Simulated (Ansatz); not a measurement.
**As under changes of volume**

One of the cells (19.764 Å³/atom); the others are scaled copies at fixed shape and fractional positions:

```xyz
1
Lattice="2.7037 0.0000 0.0000 0.0000 2.7037 0.0000 0.0000 0.0000 2.7037" Properties=species:S:1:pos:R:3 pbc="T T T"
As    1.3518    1.3518    1.3518
```

This isn't the form of As at room conditions, which is rhombohedral.

```yaml
Program: Ansatz 0.2.0
Functional: LDA
Potentials_or_basis: all-electron LAPW, scalar-relativistic
Cutoff: 237 eV (chosen from the basis error)
Basis_error_allowed: 0.001 eV/atom
k_mesh: 10 × 10 × 10
Occupations: fermi-dirac, width 0.05 eV
Spin: no spin polarisation
```

| volume (Å³/atom) | energy over the lowest point (meV/atom) | pressure (GPa) |
| --- | --- | --- |
| 18.578 | 3.64 | 2.6 |
| 18.973 | 0.00 | 0.4 |
| 19.368 | 1.29 | -1.5 |
| 19.764 | 7.01 | -3.2 |
| 20.159 | 16.72 | -4.7 |
| 20.554 | 30.05 | -6.1 |
| 20.949 | ? | ? |

Question: What does the run at 20.949 Å³/atom give?

Answer: Energy over the lowest point 46.65 meV/atom; pressure -7.3 GPa.

Worked out: A Birch-Murnaghan fit of order 3 (a polynomial in V^(-2/3)) to the other rows has its minimum at 19.06 Å³/atom with B0 = V·E''(V) = 94 GPa and B' = 4.0. It gives 46.63 meV/atom at 20.949 Å³/atom, against the run's 46.65, and -dE/dV = -7.3 GPa, against -7.3.

Energies are extrapolated to zero smearing.
